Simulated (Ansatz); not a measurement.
Isolated molecules relaxed with PBE0-D4/def2-TZVP in Ansatz; ΔE leaves out vibrations. CCSD(T)/CBS adds triple-zeta CCSD(T) − MP2 to the extrapolated MP2 energy (def2 sets, frozen cores). This one scheme is used for every species. Functionals use def2-TZVPP. Elements past krypton have def2 core potentials. For As, Te outer-core shells are correlated without core-valence functions, which leaves a few kJ/mol of doubt a bond. Scalar relativity is left out up to krypton. One conformer a species, not always the lowest.

Reaction (ligand exchange at a Te–C bond): `FC(F)(F)[TeH]` + `N[AsH2]` → `N[AsH][TeH]` + trifluoromethane

`FC(F)(F)[TeH]`:

Z-matrix (Å, degrees):
```
C
F 1 1.332
F 1 1.336 2 108.0
F 1 1.332 2 107.3 3 -116.1
Te 1 2.174 2 112.6 3 119.5
H 5 1.656 1 90.4 2 60.6
```

`N[AsH2]`:

```xyz
6

N    -0.103    0.952    0.004
As   -0.425   -0.777   -0.580
H     0.524    1.022    0.794
H     0.256    1.520   -0.751
H    -1.126   -1.234    0.693
H     0.873   -1.482   -0.160
```

`N[AsH][TeH]`:

Cartesian coordinates in Å:
```
N -0.102 1.270 0.650
As 1.125 0.323 -0.344
Te 0.522 -2.206 -0.069
H 0.149 1.285 1.630
H -1.060 0.960 0.562
H 0.333 0.443 -1.637
H -0.966 -2.075 -0.791
```

`FC(F)F`:

```xyz
5

F     1.203    0.505    0.136
C    -0.025    0.024   -0.049
F     0.053   -1.300   -0.165
F    -0.758    0.312    1.024
H    -0.473    0.459   -0.946
```

```tsv
species	PBE energy (Eh)
`FC(F)(F)[TeH]`	-606.06968
`N[AsH2]`	-2292.63717
`N[AsH][TeH]`	-2560.68991
`FC(F)F`	-338.06606
```

(1) Work out ΔE.

Largest T1 diagnostic among the species: 0.012.

Answers

(1) ΔE = (-2560.68991) + (-338.06606) − (-606.06968) − (-2292.63717) = -0.04912 Eh = -30.8 kcal/mol. CCSD(T)/CBS gives -31.4 kcal/mol.

At CCSD(T), def2-SVP lies −0.9 kcal/mol from the extrapolated value and def2-TZVPP +0.7 kcal/mol. In def2-TZVPP, CCSD(T) changes the Hartree–Fock value by +3.5 kcal/mol (the triples alone add +0.2 kcal/mol) and MP2 by +1.4 kcal/mol.
